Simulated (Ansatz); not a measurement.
Several inputs for FeS2

Cell: a COD entry (the entry's cell lengths or inner coordinates differ somewhat from later room-temperature determinations), atoms as given.

Space group Pnnm (No. 58); a = 4.4400, b = 5.3900, c = 3.3700 Å.

```
site  Wyckoff  site symmetry       x       y       z
  Fe       2a          ..2/m  0.0000  0.0000  0.0000
   S       4g            ..m  0.2030  0.3750  0.0000
```

One atom of each set is listed.

Reference run. Level of theory: DFT, PBE, plane waves and PAW, scalar-relativistic, collinear spin, 420 eV cutoff, Γ-centred 10×8×13 k-points, Fermi–Dirac smearing 0.05 eV (Ansatz 0.2.0). Start moments as typed (μB): 3 on each Fe, none on the rest.

It gives V_zz (10²¹ V/m²) S 13.82 (η 0.25), Fe -2.92 (η 0.72). Each of these runs changes the input as listed (caps on SCF iterations aside):

A. hamiltonian.xc: pbe → revpbe; hamiltonian.pseudopotentials: {kind: paw} → {kind: paw, source: jth}
B. hamiltonian.xc: pbe → lda; kpoints.mp_grid.grid: [10, 8, 13] → [7, 5, 9]

Question: How does each run end, and how far do the gradients move?

Answer: 

```tsv
run	S V_zz (η)	Fe V_zz (η)	largest change of a gradient tensor, all atoms	note
A	14.18 (0.24)	-2.98 (0.73)	0.36	converged; another functional; another set of PAW files; cutoff taken 1320 eV
B	13.34 (0.25)	-2.98 (0.69)	0.48	converged; another functional; mesh coarser than the reference's
```

Run B moves them most, on S (V_zz from 13.82 to 13.34).

Run A changes hamiltonian.xc, hamiltonian.pseudopotentials together, so the table can't tell their shares apart.

Run B changes hamiltonian.xc, kpoints.mp_grid.grid together, so the table can't tell their shares apart.

On the reference run: With these PAW files V_zz is typically within 2 to 3 % of all-electron values, but misses above 10 % occur on Fe. The start moments die out, and the run ends without spin.
